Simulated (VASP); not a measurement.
# How biaxial strain in the (111) plane changes BP (F-43m), part 2 of 2

Strain engineering needs slopes: what does biaxial strain in the (111) plane do to the lattice and the band edges of BP?

VASP 6.6.1, plane waves and PAW; the level of theory is named at each step.

So far: The starting structure; Relax the crystal, LDA; Strain along the normal, LDA; Band edges, HSE06.

### Step 5. The whole series

Hybrid runs start from orbitals of a short LDA run, not shown.

Runs beyond LDA use the data sets made with LDA; this shifts their levels slightly, and their total energies have another zero.

The other members went through these steps as far as the tables show, with the same cutoff and, step by step, the same mesh; 43 runs are not shown. The session took 1.2 core hours (wall time by ranks) on a shared machine.

```
in-plane strain (%)  strain along the normal (%)  in-plane stress, tension positive (GPa)  energy above the unstrained row (meV/atom)  gap on the mesh, LDA (eV)
             -2.000                        0.444                                  -10.217                                      14.053                      0.976
             -1.500                        0.328                                   -7.513                                       7.846                      1.038
             -1.000                        0.216                                   -4.912                                       3.476                      1.093
             -0.500                        0.106                                   -2.410                                       0.878                      1.139
                  0                        0.000                                   -0.005                                       0.000                      1.176
              0.500                       -0.100                                    2.301                                       0.780                      1.150
              1.000                       -0.201                                    4.514                                       3.173                      1.121
              1.500                       -0.299                                    6.634                                       7.116                      1.090
              2.000                       -0.399                                    8.663                                      12.561                      1.058
```

Slopes at zero strain, from cubics through all rows: strain ratio -0.207, stress over strain 471 GPa.

Band edges at HSE06, counted from the valence-band top at Γ, with one row partly withheld:

```
in-plane strain (%)  gap (eV)  conduction band at Γ (eV)  Δ or X valley along z (eV)  Δ or X valley along x (eV)  lowest conduction level at L, [111] (eV)  lowest conduction level at L, [-111] (eV)  second valence level below the top (eV)  third valence level below the top (eV)
             -2.000     1.739                      4.051                       1.735                       1.735                                     5.459                                      4.929                                    0.000                                   0.288
             -1.500     1.796                      4.149                       1.794                       1.794                                     5.330                                      4.944                                    0.000                                   0.207
             -1.000     1.845                      4.242                       1.845                       1.845                                     5.202                                      4.950                                    0.000                                   0.131
             -0.500     1.888                      4.328                       1.888                       1.888                                     5.072                                      4.950                                    0.000                                   0.063
                  0     1.925                      4.408                       1.925                       1.925                                     4.944                                      4.944                                    0.000                                   0.000
              0.500     1.899                      4.319                       1.899                       1.899                                         ?                                      4.877                                    0.056                                   0.056
              1.000     1.873                      4.236                       1.873                       1.873                                     4.581                                      4.812                                    0.107                                   0.107
              1.500     1.847                      4.157                       1.847                       1.847                                     4.408                                      4.749                                    0.152                                   0.152
              2.000     1.822                      4.084                       1.822                       1.822                                     4.242                                      4.689                                    0.191                                   0.191
```

### Step 6. A fit to the known rows

The quantity to fit is the splitting of the lowest conduction levels at the L points ([111] less [-111]) at HSE06: 0.530, 0.387, 0.252, 0.123, 0.000, -0.231, -0.341, -0.447 eV in the rows shown.

Fitting a parabola to the 8 known rows (d: strain along the axis less the strain across it, in %) gives E = 0.006336 d² + 0.2008 d − 5.78e-4 in eV; the residuals are 0.0012 eV r.m.s.

For the withheld row, d = -0.5999, the fit gives -0.1188 eV.

### Step 7. The withheld row

The calculation gives -0.1173 eV, so the prediction is 0.0015 eV too low, within twice the residual of the fit.

The splitting is Ξu times 8/9 of d, with d as a fraction, so the linear term gives Ξu = 22.6 eV.

### Step 8. Summary of results

| Item | Value |
| --- | --- |
| ratio of normal to in-plane strain | -0.207 |
| biaxial modulus | 471 GPa |
| gap of the unstrained cell, HSE06 | 1.93 eV |
| shear deformation potential Ξu of the lowest conduction levels at L | 22.6 eV |
| error of the predicted row | -1.5 meV |

As a check, the curvature of the energy gives 471 GPa for the same modulus (energy per volume = M × strain²), 0 % from the slope of the stress. At HSE06 the lowest conduction valley is Δ or X throughout, and the gap runs between 1.74 and 1.93 eV. Hole masses are left out throughout, since the top bands are degenerate or cross in many series; of conduction masses, those of the Γ, L and (for Si and Ge under (001) strain) Δ valleys are kept where they change by under an eighth between rows. HSE06 ran on a coarser mesh than the semilocal levels. Spin-orbit coupling is left out at HSE06, so the valence splittings there lack it. Δ or X levels are the lowest on their line, refined by a parabola unless they lie at X; the gap is read from all points sampled and can differ from the lowest valley by some meV, or by tens of meV where strain moves the valence top off Γ. Temperature, zero-point motion and excitons are left out.

[Lines on the potential files, build, host, timing and source positions are cut from VASP's logs without a mark.]

[Logs are printed without paths, hosts, clocks, repeated set-up lines and the standing remarks that a program may print on its own settings, such as how far it seeks lower states.]

[Hosts, paths, dates, database ids (printed as entryN), source tags and the programs' standing remarks are cut or masked in the printed files.]

[In band tables of VASP the shares of atoms and orbitals are scaled to a sum of 1 inside the atoms' spheres.]
